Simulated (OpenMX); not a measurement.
Sb in OpenMX: the effect of volume scale

Crystal: Sb.

```xyz
2
Lattice="2.0643 1.1918 3.6012 -2.0643 1.1918 3.6012 0.0000 -2.3837 3.6012" Properties=species:S:1:pos:R:3 pbc="T T T"
Sb    0.0000    0.0000    8.2811
Sb    0.0000    0.0000    2.5226
```

Alike in all runs:

* Program: OpenMX 3.8.5
* Task: band structure
* Functional: PBE
* Potentials or basis: OpenMX 2013 PBE set, Sb7.0-s3p2d2, grid cutoff 500 Ry
* k mesh: 7 × 7 × 7
* Occupations: fermi-dirac, width 0.05 eV
* Spin: no spin polarisation

Task: One run gave: pressure 11.5 GPa; largest force 1.00 eV/Å. Which volume scale did it use?
A. 1.08
B. 1
C. 0.88
D. 0.92
E. 1.04

Result: D.

```csv
volume scale,pressure (GPa),largest force (eV/Å)
0.88,16.1,1.31
0.92,11.5,1.00
0.96,7.7,0.68
1,4.7,0.44
1.04,2.2,0.19
1.08,0.1,0.02
```

Caveats: the basis of atomic orbitals isn't converged, which shifts pressures, moduli and gaps; forces of over 1 eV/Å show positions far from the minimum, so gaps and moduli don't describe the material at rest (some runs).
